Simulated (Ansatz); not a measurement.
# RbCl4 and its competing phases

Level of theory: Ansatz 0.2.0, DFT PBE+D3(BJ), scalar-relativistic, plane waves, PAW. Settings: cutoff 420 eV, Γ-centred meshes spaced at most about 0.3 Å⁻¹, and about 0.25 Å⁻¹ or finer for metals (2π included), Gaussian smearing. No spin polarisation.

Energies over the elements count from the elements' standard structures at the same level (Cl₂ as a molecule), with no fitted energy shifts.

All energies are static (0 K, no zero-point motion). In RbCl4 P6/mmm an odd number of electrons in the primitive cell allows no gap without spin; a larger cell or a magnetic state could open one. A magnetic state wasn't ruled out in cells without spin, among them RbCl4 P6/mmm.

The competitors are the elements and 1 reference phase of this chemical system (from databases or known types: RbCl), relaxed at the same level; other known phases may be missing.

The candidate was reached from: sheets of the MB2-sandwich type stacked, one a cell.

```xyz
5
Lattice="4.7416 0.0000 0.0000 -2.3708 4.1064 0.0000 0.0000 0.0000 7.9429" Properties=species:S:1:pos:R:3 pbc="T T T"
Rb    0.0000    0.0000    0.0000
Cl    0.0000    2.7376    5.8331
Cl    2.3708    1.3688    5.8331
Cl    0.0000    2.7376    2.1098
Cl    2.3708    1.3688    2.1098
```

Problem. Is it stable, and against what?

Solution. Not stable. Its formation energy is -0.586 eV/atom. The lowest competing mixture at this composition is this:

```json
{"phase": "Cl₂ gas", "space group": "-", "source": "element", "share of atoms": "0.6000", "ΔE_f (eV/atom)": "0.000"}
{"phase": "RbCl", "space group": "Fm-3m (No. 225)", "source": "Materials Project", "share of atoms": "0.4000", "ΔE_f (eV/atom)": "-2.104"}
```

The mixture lies at -0.842 eV/atom, and the candidate lies 0.26 eV/atom above it. The candidate matches no cell in the subsets of the Crystallography Open Database and the Materials Project at hand. Such a cell could exist only far from equilibrium.
